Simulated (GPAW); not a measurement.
FeO (Wuestite):

```
Fe O
1.0
     0.00000    2.15540    2.15540
     2.15540    0.00000    2.15540
     2.15540    2.15540    0.00000
Fe O
1 1
Cartesian
  0.0000 0.0000 0.0000
  2.1554 2.1554 2.1554
```

Base run:

```yaml
Program: GPAW 26.7.0
Functional: PBEsol
Potentials_or_basis: PAW data sets generated in the run's folder for this functional
Cutoff: 800 eV
Basis: pw
k_mesh: 11 × 11 × 11
Occupations: fermi-dirac, width 0.05 eV
Spin: collinear spin, ferromagnetic start
Starting_moments: "[3.0, 0.0] μB"
Hubbard_terms: Fe d U = 3 eV
```

Its results: pressure -5.8 GPa; net moment 4.01 μB per cell; site moments Fe +3.68; O +0.19 μB.

**Question.** The run is repeated on the same cell with these changes: hubbard terms from Fe d U = 3 eV to Fe d U = 8 eV. What comes out?

**Answer.** Pressure -2.4 GPa; net moment 4.04 μB per cell; site moments Fe +3.89; O +0.12 μB.

Caveats: a cell with one magnetic atom can't hold antiferromagnetic order, which such compounds often take.
